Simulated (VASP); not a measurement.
Input of a VASP 6.6.1 run:

INCAR

```
SYSTEM = Te
  PREC = Accurate
  ENCUT = 400
  EDIFF = 1E-7
  ISMEAR = 0
  SIGMA = 0.03
  LREAL = .FALSE.
  LASPH = .TRUE.
  NELM = 60
  ALGO = Normal
  ISIF = 3
  LWAVE = .FALSE.
  LCHARG = .FALSE.
  GGA = PE
  IBRION = 2
  NSW = 60
  EDIFFG = -0.003
  PSTRESS = 20
```

Contents of KPOINTS:

```
Automatic mesh
0
G
  9 9 6
  0 0 0
```

POSCAR

```
Te
1.0
    4.4540000000      0.0000000000      0.0000000000
   -2.2270000000      3.8572771485      0.0000000000
    0.0000000000      0.0000000000      5.9240000000
Te
3
Direct
    0.2690000000      0.0000000000      0.3333333333
    0.0000000000      0.2690000000      0.6666666667
    0.7310000000      0.7310000000      0.0000000000
```

Potentials or basis: VASP PAW PBE potentials, release 64 (Te).

Run with:

```sh
$ cat potpaw_PBE.64/Te/POTCAR > POTCAR
$ mpirun -np 1 vasp_std > vasp.out
```

Question: Estimate the space group after relaxing (to 0.05 Å).

Answer: P3_121 (No. 152).

Question: Predict the relaxed cell.

Answer: a = 4.338 Å, b = 4.338 Å, c = 5.971 Å, α = 90.00°, β = 90.00°, γ = 120.00°.

Step by step:
| step | energy change (eV) | largest force (eV/Å) | pressure (GPa) | volume (Å³) |
| --- | --- | --- | --- | --- |
| 1 | 0.0000 | 0.1620 | 1.44 | 101.78 |
| 2 | 0.0139 | 0.2002 | 2.09 | 100.04 |
| 3 | 0.0287 | 0.2288 | 2.65 | 98.70 |
| 4 | 0.0274 | 0.1972 | 2.57 | 98.46 |
| 5 | 0.0274 | 0.1112 | 2.37 | 97.73 |
| 6 | 0.0435 | 0.0279 | 2.15 | 96.25 |
| 7 | 0.0353 | 0.0188 | 2.21 | 96.79 |
| 8 | 0.0296 | 0.0077 | 2.00 | 97.23 |
| 9 | 0.0294 | 0.0072 | 1.99 | 97.24 |
| 10 | 0.0293 | 0.0067 | 1.99 | 97.25 |
| 11 | 0.0290 | 0.0052 | 2.00 | 97.27 |
| 12 | 0.0289 | 0.0045 | 2.01 | 97.28 |
| 13 | 0.0287 | 0.0025 | 1.99 | 97.30 |

Caveat: the cell is relaxed towards a set pressure, so the enthalpy falls and the energy may rise.
